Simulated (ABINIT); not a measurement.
# La2O3 (P321) in ABINIT: equation of state

Aim: energy against volume of La2O3 in PBE, for its equilibrium volume and stiffness.

Program: ABINIT 10.8.3 (patched build). These are calculated values, not measurements. Logs are shortened: lines on timing, memory, paths and dates and some standing lists are left out, and cuts for length are marked. The log counts tension as positive stress, the text compression.

## 1. Starting point

Symmetry: P321, No. 150, trigonal system. Conventional cell: a = 6.370 Å, b = 6.370 Å, c = 3.290 Å, α = 90.00°, β = 90.00°, γ = 120.00°. La (site symmetry 3) has 6 O at 2.46 to 2.47 Å as nearest neighbours. Around O (site symmetry 2) lie 4 La at 2.46 to 2.47 Å.

The cell comes from a database or a generator and needn't be the stable form of this composition.

## 2. Equation of state, PBE

run.abi

```
# Datasets: one volume each
ndtset 7
getwfk -1
scalecart1 3*0.9795861087
scalecart2 3*0.9864848297
scalecart3 3*0.9932883884
scalecart4 3*1.0000000000
scalecart5 3*1.0066227096
scalecart6 3*1.0131594038
scalecart7 3*1.0196128224

# Pseudopotentials
pp_dirpath "./"
pseudos "La.GGA_PBE-JTH.xml, O.GGA_PBE-JTH.xml"

# Structure
acell 3*1.0 Angstrom
rprim
     6.3702727145     0.0000000000     0.0000000000
    -3.1851363572     5.5168179998     0.0000000000
     0.0000000000     0.0000000000     3.2898942108
ntypat 2
znucl 57 8
natom 5
typat 1 1 2 2 2
xred
     0.6666666667     0.3333333333     0.4981030000
     0.3333333333     0.6666666667     0.5018970000
     0.5046070000     0.0000000000     0.0000000000
     0.0000000000     0.5046070000     0.0000000000
     0.4953930000     0.4953930000     0.0000000000

# Plane-wave basis
ecut 625.861884 eV
pawecutdg 45.0
pawxcdev 0

# k points
kptopt 1
ngkpt 5 5 8
nshiftk 1
shiftk 0.0 0.0 0.0

# Exchange and correlation
ixc 11

# Bands and occupations
nband 27
occopt 3
tsmear 0.05 eV

# SCF cycle
nstep 100
tolvrs 1.0e-9

# Output
iomode 3
prtwf 1
prtden 0
prteig 0
prtebands 0
enunit 2
```

Potentials or basis: JTH PAW PBE v2.0.

Command:

```
> abinit run.abi > log 2>&1
```

run.abo:

```text
.Version 10.8.3 of ABINIT
 DATASET    1 : space group P3 2 1 (#150); Bravais hP (primitive hexag.)
================================================================================
 Values of the parameters that define the memory need for DATASET  1.
     intxc =       0    ionmov =       0      iscf =      17    lmnmax =      32
     lnmax =       8     mgfft =      54  mpssoang =       4    mqgrid =    3084
     natom =       5  nloc_mem =       2    nspden =       1   nspinor =       1
    nsppol =       1      nsym =       6    n1xccc =       1    ntypat =       2
    occopt =       3   xclevel =       2
       mpw =        3890          nfft =       87480          nkpt =          31
 PAW method is used; the additional fine FFT grid is defined by:
   mgfftf=        72    nfftf =    207360
================================================================================
================================================================================
[... 71 lines left out ...]
 DATASET    7 : space group P3 2 1 (#150); Bravais hP (primitive hexag.)
================================================================================
 Values of the parameters that define the memory need for DATASET  7.
     intxc =       0    ionmov =       0      iscf =      17    lmnmax =      32
     lnmax =       8     mgfft =      54  mpssoang =       4    mqgrid =    3210
     natom =       5  nloc_mem =       2    nspden =       1   nspinor =       1
    nsppol =       1      nsym =       6    n1xccc =       1    ntypat =       2
    occopt =       3   xclevel =       2
       mpw =        4370          nfft =       87480          nkpt =          31
 PAW method is used; the additional fine FFT grid is defined by:
   mgfftf=        80    nfftf =    256000
================================================================================
================================================================================

--------------------------------------------------------------------------------
------------- Echo of variables that govern the present computation ------------
--------------------------------------------------------------------------------
 -outvars: echo values of preprocessed input variables --------
            acell      1.8897261259E+00  1.8897261259E+00  1.8897261259E+00 Bohr
              amu      1.38905500E+02  1.59994000E+01
             ecut      2.30000000E+01 Hartree
           enunit           2
           getwfk          -1
              ixc          11
           jdtset        1    2    3    4    5    6    7
         kptrlatt        5    0    0      0    5    0      0    0    8
          kptrlen1     4.87206872E+01
          kptrlen2     4.90638019E+01
          kptrlen3     4.94021837E+01
          kptrlen4     4.97359923E+01
          kptrlen5     5.00653794E+01
          kptrlen6     5.03904883E+01
          kptrlen7     5.07114555E+01
            natom           5
            nband          27
           ndtset           7
            ngfft          54      54      30
          ngfftdg1         72      72      40
          ngfftdg2         72      72      40
          ngfftdg3         75      75      40
          ngfftdg4         75      75      40
          ngfftdg5         75      75      40
          ngfftdg6         75      75      40
          ngfftdg7         80      80      40
             nkpt          31
            nstep         100
             nsym           6
           ntypat           2
           occopt           3
        pawecutdg      4.50000000E+01 Hartree
         pawxcdev           0
           prtden           0
        prtebands           0
           prteig           0
            rprim1     6.2402306598E+00  0.0000000000E+00  0.0000000000E+00
                      -3.1201153298E+00  5.4041982768E+00  0.0000000000E+00
                       0.0000000000E+00  0.0000000000E+00  3.2227346680E+00
            rprim2     6.2841773939E+00  0.0000000000E+00  0.0000000000E+00
                      -3.1420886969E+00  5.4422572650E+00  0.0000000000E+00
                       0.0000000000E+00  0.0000000000E+00  3.2454307303E+00
            rprim3     6.3275179183E+00  0.0000000000E+00  0.0000000000E+00
                      -3.1637589591E+00  5.4797912601E+00  0.0000000000E+00
                       0.0000000000E+00  0.0000000000E+00  3.2678137187E+00
            rprim4     6.3702727145E+00  0.0000000000E+00  0.0000000000E+00
                      -3.1851363572E+00  5.5168179998E+00  0.0000000000E+00
                       0.0000000000E+00  0.0000000000E+00  3.2898942108E+00
            rprim5     6.4124611808E+00  0.0000000000E+00  0.0000000000E+00
                      -3.2062305903E+00  5.5533542833E+00  0.0000000000E+00
                       0.0000000000E+00  0.0000000000E+00  3.3116822248E+00
            rprim6     6.4541017055E+00  0.0000000000E+00  0.0000000000E+00
                      -3.2270508527E+00  5.5894160356E+00  0.0000000000E+00
                       0.0000000000E+00  0.0000000000E+00  3.3331872572E+00
            rprim7     6.4952117419E+00  0.0000000000E+00  0.0000000000E+00
                      -3.2476058709E+00  5.6250183714E+00  0.0000000000E+00
                       0.0000000000E+00  0.0000000000E+00  3.3544183217E+00
          spgroup         150
           tolvrs      1.00000000E-09
           tsmear      1.83746611E-03 Hartree
            typat      1  1  2  2  2
           useylm           1
           xangst1     3.1201153299E+00  1.8013994256E+00  1.6052538063E+00
                       3.2653149848E-11  3.6027988512E+00  1.6174808617E+00
                       3.1488640725E+00  0.0000000000E+00  0.0000000000E+00
                      -1.5744320362E+00  2.7269962799E+00  0.0000000000E+00
                       1.5456832936E+00  2.6772019970E+00  0.0000000000E+00
           xangst2     3.1420886970E+00  1.8140857550E+00  1.6165587830E+00
                       3.2882985762E-11  3.6281715100E+00  1.6288719472E+00
                       3.1710399022E+00  0.0000000000E+00  0.0000000000E+00
                      -1.5855199511E+00  2.7462011117E+00  0.0000000000E+00
                       1.5565687459E+00  2.6960561533E+00  0.0000000000E+00
           xangst3     3.1637589591E+00  1.8265970867E+00  1.6277078167E+00
                       3.3110549934E-11  3.6531941734E+00  1.6401059020E+00
                       3.1929098342E+00  2.0279301424E-16  0.0000000000E+00
                      -1.5964549171E+00  2.7651410284E+00  0.0000000000E+00
                       1.5673040421E+00  2.7146502317E+00  0.0000000000E+00
           xangst4     3.1851363573E+00  1.8389393333E+00  1.6387061761E+00
                       3.3333100679E-11  3.6778786665E+00  1.6511880347E+00
[... 38 lines left out ...]
            xcart5     6.0588977124E+00  3.4981062252E+00  3.1172144573E+00
                       6.3407425277E-11  6.9962124504E+00  3.1409579635E+00
                       6.1147243958E+00 -3.8836780738E-16  6.9479671137E-16
                      -3.0573621979E+00  5.2955066640E+00  6.9479671137E-16
                       3.0015355144E+00  5.1988120117E+00  6.9479671137E-16
            xcart6     6.0982423061E+00  3.5208218370E+00  3.1374566767E+00
                       6.3820722846E-11  7.0416436740E+00  3.1613543658E+00
                       6.1544315107E+00 -3.9088974690E-16  0.0000000000E+00
                      -3.0772157553E+00  5.3298940341E+00  0.0000000000E+00
                       3.0210265508E+00  5.2325714769E+00  0.0000000000E+00
            xcart7     6.1370856610E+00  3.5432480584E+00  3.1574410160E+00
                       6.4225730768E-11  7.0864961168E+00  3.1814909237E+00
                       6.1936327683E+00  0.0000000000E+00 -7.0376281910E-16
                      -3.0968163841E+00  5.3638433190E+00 -7.0376281910E-16
                       3.0402692769E+00  5.2659008562E+00 -7.0376281910E-16
             xred      6.6666666667E-01  3.3333333333E-01  4.9810300000E-01
                       3.3333333333E-01  6.6666666667E-01  5.0189700000E-01
                       5.0460700000E-01  0.0000000000E+00  0.0000000000E+00
                      -1.2340126488E-28  5.0460700000E-01  0.0000000000E+00
                       4.9539300000E-01  4.9539300000E-01  0.0000000000E+00
            znucl       57.00000    8.00000

================================================================================

 chkinp: Checking input parameters for consistency, jdtset=   1.

 chkinp: Checking input parameters for consistency, jdtset=   2.
[... 52 lines left out ...]
- pspini: atom type   2  psp file is ./O.GGA_PBE-JTH.xml
 Pseudopotential format is: paw10
 basis_size (lnmax)=  4 (lmn_size=  8), orbitals=   0   0   1   1
 Spheres core radius: rc_sph= 1.41465230
 Shapefunction is SIN type: shapef(r)=[sin(pi*r/rshp)/(pi*r/rshp)]**2
 Radius for shape functions =  1.20231231
 Compensation charge density is not taken into account in XC energy/potential

   5.63501734E+03                                ecore*ucvol(ha*bohr**3)
--------------------------------------------------------------------------------

================================================================================

--- !BeginCycle
iteration_state: {dtset: 1, }
solver: {iscf: 17, nstep: 100, nline: 4, wfoptalg: 10, }
tolerances: {tolvrs: 1.00E-09, }
...
[... 1632 lines left out ...]
-Cartesian components of stress tensor (GPa)         [Pressure= -4.4215E+00 GPa]
- sigma(1 1)=  3.64339462E+00  sigma(3 2)=  0.00000000E+00
- sigma(2 2)=  3.64339462E+00  sigma(3 1)=  0.00000000E+00
- sigma(3 3)=  5.97760534E+00  sigma(2 1)= -2.22973287E-09

== END DATASET(S) ==============================================================
================================================================================

 -outvars: echo values of variables after computation  --------
            acell      1.8897261259E+00  1.8897261259E+00  1.8897261259E+00 Bohr
           etotal1    -1.1280583732E+02
           etotal2    -1.1280900247E+02
           etotal3    -1.1281089044E+02
           etotal4    -1.1281168617E+02
           etotal5    -1.1281147823E+02
           etotal6    -1.1281037094E+02
           etotal7    -1.1280846470E+02
            fcart1     5.4210094011E-21  2.7105045875E-21  4.8379598688E-04
                       5.4210094011E-21  2.7105045875E-21 -4.8379598688E-04
                      -1.2230726144E-04  1.1084988642E-15 -0.0000000000E+00
                       6.1153630718E-05 -1.0592119547E-04 -0.0000000000E+00
                       6.1153630718E-05  1.0592119547E-04 -0.0000000000E+00
            fcart2     5.4210137647E-21 -1.0842020049E-20  4.7933228332E-04
                       5.4210123136E-21 -1.0842020887E-20 -4.7933228332E-04
                      -3.1507543666E-04  2.8555986903E-15 -0.0000000000E+00
                       1.5753771833E-04 -2.7286333225E-04 -0.0000000000E+00
                       1.5753771833E-04  2.7286333225E-04 -0.0000000000E+00
[... 80 lines left out ...]
           xangst5     3.2062305904E+00  1.8511180944E+00  1.6495588512E+00
                       3.3553764436E-11  3.7022361889E+00  1.6621233736E+00
                       3.2357727990E+00 -2.0551539298E-16  3.6767058562E-16
                      -1.6178863995E+00  2.8022614448E+00  3.6767058562E-16
                       1.5883441909E+00  2.7510928385E+00  3.6767058562E-16
           xangst6     3.2270508528E+00  1.8631386785E+00  1.6602705724E+00
                       3.3772472090E-11  3.7262773570E+00  1.6729166848E+00
                       3.2567848993E+00 -2.0684994590E-16  0.0000000000E+00
                      -1.6283924496E+00  2.8204584575E+00  0.0000000000E+00
                       1.5986584031E+00  2.7689575781E+00  0.0000000000E+00
           xangst7     3.2476058710E+00  1.8750061238E+00  1.6708458293E+00
                       3.3986793053E-11  3.7500122476E+00  1.6835724924E+00
                       3.2775293114E+00  0.0000000000E+00 -3.7241524549E-16
                      -1.6387646557E+00  2.8384236454E+00 -3.7241524549E-16
                       1.6088412153E+00  2.7865947261E+00 -3.7241524549E-16
             xred      6.6666666667E-01  3.3333333333E-01  4.9810300000E-01
                       3.3333333333E-01  6.6666666667E-01  5.0189700000E-01
                       5.0460700000E-01  0.0000000000E+00  0.0000000000E+00
                      -1.2340126488E-28  5.0460700000E-01  0.0000000000E+00
                       4.9539300000E-01  4.9539300000E-01  0.0000000000E+00
 Calculation completed.
```

It took 24 min on 1 thread of Arm Neoverse V1, shared host; peak memory 0.33 GiB.

What came out:

- Equilibrium volume: 23.25 Å³/atom
- Bulk modulus at fixed shape and positions: 92 GPa
- Pressure derivative of the bulk modulus: 4.6

Energy against volume, from the lowest point:
```tsv
volume (Å³/atom)	energy (meV/atom)
21.736	31.83
22.199	14.61
22.661	4.33
23.124	0.00
23.586	1.13
24.049	7.16
24.511	17.53
```

Caveat: pressures at fixed basis lie under the slope of the energies; the cell was scaled at fixed shape and fractional positions, which overstates the stiffness of a crystal with free parameters, most of all of layers and chains. Spin-orbit coupling is left out, which matters for the levels of La.
